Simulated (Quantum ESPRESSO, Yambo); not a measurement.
Planning a run of Quantum ESPRESSO 7.5 on AgBr (Fm-3m). The input:

```
&control
  calculation = 'nscf'
  prefix = 'x'
  outdir = 'o'
  pseudo_dir = 'pseudo'
/
&system
  ibrav = 0
  nat = 2
  ntyp = 2
  ecutwfc = 76.0
  nbnd = 245
  force_symmorphic = .true.
/
&electrons
  conv_thr = 1e-9
  electron_maxstep = 80
  diago_full_acc = .true.
  diago_thr_init = 5e-6
/
ATOMIC_SPECIES
  Ag 107.87 Ag.upf
  Br 79.904 Br.upf
CELL_PARAMETERS angstrom
  -0.0000000000 2.8701500000 2.8701500000
  2.8701500000 0.0000000000 2.8701500000
  2.8701500000 2.8701500000 0.0000000000
ATOMIC_POSITIONS crystal
  Ag 0.0000000000 0.0000000000 0.0000000000
  Br 0.5000000000 0.5000000000 0.5000000000
K_POINTS automatic
  6 6 6 0 0 0
```

The database entry behind the starting cell differs from later determinations by our own check (about 0.6 % short of the room-temperature cell), so it need not match the best structure at ambient conditions.

```sh
OMP_NUM_THREADS=1 mpirun -n 4 pw.x -nk 4 -in pw.in > pw.out
```

**Question.** Estimate wall time and host memory on 4 MPI ranks of Arm Neoverse V1, shared host.

It took 44 s; on shared hardware allow 22 s to 88 s. Peak host memory was 0.51 GiB.

[Paths, hosts, dates, memory and timing lines, banners, echoed tables and standing remarks are left out of the program output.]

[Logs are printed without paths, hosts, clocks, repeated set-up lines and the standing remarks that a program may print on its own settings, such as how far it seeks lower states.]

[Runs of the session that timed out or met a known fault of the program may be left out.]

[Hosts, paths, dates, database ids (printed as entryN), source tags and the programs' standing remarks are cut or masked in the printed files.]
